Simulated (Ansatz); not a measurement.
# Cr: the cost of one run

Computed with Ansatz 0.2.0 (DFT PBE, scalar-relativistic, plane waves, PAW, unless a step's input says otherwise).

## (1) The structure to begin with

The structure is hexagonal, space group P6/mmm (No. 191). Conventional cell: a = 2.542 Å, b = 2.542 Å, c = 2.376 Å, α = 90.00°, β = 90.00°, γ = 120.00°. Cr (site symmetry 6/mmm) has 8 Cr at 2.38 to 2.54 Å as nearest neighbours.

As a file:

```
Cr
1.0
     2.54246    0.00000    0.00000
    -1.27123    2.20183    0.00000
     0.00000    0.00000    2.37561
Cr
1
Cartesian
  0.0000 0.0000 0.0000
```

This is candidate A: simple hexagonal type (P6/mmm, No. 191).

(A quick probe on a coarse mesh, which set the mesh and smearing, is not shown.)

## (3) Coarse relaxation (candidate A)

Input file input.yaml:

```yaml
crystal:
  lattice:
    - [2.5424558388, 0.0, 0.0]
    - [-1.2712279194, 2.2018313444, 0.0]
    - [0.0, 0.0, 2.3756071744]
  atoms:
    - { symbol: Cr, position: [0.0, 0.0, 0.0] }
basis:
  ecutwfc: 420
kpoints:
  mp_grid: { grid: [9, 9, 8] }
hamiltonian:
  xc: pbe
scf:
  occupations: { method: gaussian, width: 0.1 }
  lower_state_search: "off"
output:
  forces: true
  stress: true
  eigenvalues: true
relax:
  adjacent_minimum: "off"
  f_tol: 0.04
  max_steps: 70
  cell: { stress_tol: 0.4 }
```

What time and memory should one allow on 1 thread of an x86-64 CPU, shared host?

About 2.1 s, with a peak of 0.42 GiB.
